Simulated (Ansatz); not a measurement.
Molecular dynamics on a 2×2×2 supercell (16 atoms) of BaO (rocksalt), relaxed with r2SCAN. Forces come from PBE in the plane-wave code Ansatz: Langevin thermostat and barostat (NPT), 600 K, steps of 2 fs. Computed, non-magnetic; the trajectory is short and the cell small, so nothing here is a converged average.

```yaml
crystal:
  lattice:
    - [0.0, 5.5438853662, 5.5438853662]
    - [5.5438853662, 0.0, 5.5438853662]
    - [5.5438853662, 5.5438853662, 0.0]
  atoms:
    - { symbol: Ba, position: [0.0, 0.0, 0.0] }
    - { symbol: O, position: [0.25, 0.25, 0.25] }
    - { symbol: Ba, position: [0.0, 0.0, 0.5] }
    - { symbol: O, position: [0.25, 0.25, 0.75] }
    - { symbol: Ba, position: [0.0, 0.5, 0.0] }
    - { symbol: O, position: [0.25, 0.75, 0.25] }
    - { symbol: Ba, position: [0.0, 0.5, 0.5] }
    - { symbol: O, position: [0.25, 0.75, 0.75] }
    - { symbol: Ba, position: [0.5, 0.0, 0.0] }
    - { symbol: O, position: [0.75, 0.25, 0.25] }
    - { symbol: Ba, position: [0.5, 0.0, 0.5] }
    - { symbol: O, position: [0.75, 0.25, 0.75] }
    - { symbol: Ba, position: [0.5, 0.5, 0.0] }
    - { symbol: O, position: [0.75, 0.75, 0.25] }
    - { symbol: Ba, position: [0.5, 0.5, 0.5] }
    - { symbol: O, position: [0.75, 0.75, 0.75] }
kpoints:
  mp_grid: { grid: [2, 2, 2] }
hamiltonian:
  xc: pbe
scf:
  occupations: { method: fermi_dirac, width: 0.052 }
md:
  ensemble: npt_langevin
  temperature: 600
  timestep: 2.0
  n_steps: 30
  initial_velocities: maxwell_boltzmann
  seed: 9919
```

Command: `ansatz run input.yaml --threads 4 --pin off --max-ram 3686MiB --backend cpu --events-out ev --progress --plain --runs-dir out`. Wall time 3 min on 4 threads of Arm Neoverse N1 (shared host); peak host memory 1.2 GiB.

```csv
step,t (fs),T (K),free energy F from step 0 (meV/atom),kinetic energy (meV/atom),pressure (GPa),volume (Å³/atom),largest force (eV/Å)
0,0,562,0.0,72.7,1.53,21.30,0.00
1,2,554,0.3,71.6,1.52,21.30,0.09
2,4,503,1.0,65.1,1.48,21.31,0.18
3,6,466,2.2,60.2,1.45,21.31,0.27
4,8,437,3.8,56.4,1.41,21.33,0.36
5,10,411,5.5,53.1,1.36,21.35,0.44
6,12,454,7.3,58.7,1.34,21.38,0.50
7,14,494,9.3,63.8,1.29,21.41,0.56
8,16,454,11.4,58.7,1.19,21.44,0.60
9,18,429,13.3,55.4,1.10,21.48,0.63
10,20,425,15.1,55.0,1.04,21.51,0.65
11,22,399,16.4,51.6,0.96,21.54,0.67
12,24,378,17.3,48.9,0.89,21.56,0.67
13,26,374,17.9,48.3,0.85,21.58,0.65
14,28,416,18.3,53.7,0.86,21.59,0.63
15,30,394,18.6,50.9,0.83,21.61,0.65
16,32,417,18.9,53.9,0.81,21.63,0.68
17,34,444,19.3,57.4,0.80,21.64,0.70
18,36,443,19.7,57.2,0.77,21.66,0.73
19,38,454,20.2,58.7,0.74,21.68,0.76
20,40,441,20.7,57.0,0.71,21.70,0.80
21,42,426,21.5,55.1,0.69,21.71,0.82
22,44,403,22.5,52.1,0.66,21.73,0.83
23,46,426,23.5,55.1,0.66,21.76,0.83
24,48,438,24.9,56.6,0.63,21.79,0.83
25,50,435,26.7,56.3,0.60,21.81,0.84
26,52,433,28.8,56.0,0.57,21.85,0.84
27,54,392,31.4,50.7,0.51,21.88,0.85
28,56,381,34.1,49.3,0.48,21.92,0.85
29,58,374,37.0,48.4,0.45,21.95,0.86
30,60,340,39.9,43.9,0.41,21.99,0.97
```

The temperature goes from 562 K to 340 K in 60 fs. The thermostat hasn't had time to restore it. The atoms start on their lattice sites with kinetic energy alone, so much of it first passes into potential energy.

Positions (Å) and forces (eV/Å) at step 30:
```
cell (Å): 0.000 5.603 5.603; 5.603 0.000 5.603; 5.603 5.603 0.000
Ba   0.142   0.015  -0.102     0.161  -0.558   0.254
O    2.670   2.865   2.855    -0.311  -0.217  -0.444
Ba   2.746   2.883   0.138     0.528  -0.134  -0.594
O    5.653   5.642   2.703    -0.353   0.264  -0.045
Ba   2.697   0.055   2.946     0.131  -0.359  -0.483
O    5.526   2.732   5.454     0.314   0.235   0.495
Ba   5.718   2.751   2.871    -0.426   0.288  -0.715
O    8.130   5.694   5.553     0.247  -0.687   0.285
Ba  -0.015   2.801   2.743    -0.379  -0.051   0.583
O    2.809   5.331   5.663    -0.230   0.625  -0.142
Ba   2.857   5.558   2.690     0.150   0.424   0.199
O    5.472   8.578   5.437    -0.374  -0.240  -0.131
Ba   2.893   2.746   5.465    -0.614   0.175   0.564
O    5.410   5.706   8.321     0.193  -0.371   0.060
Ba   5.453   5.585   5.668     0.038   0.434  -0.138
O    8.125   8.156   8.462     0.924   0.173   0.253
```
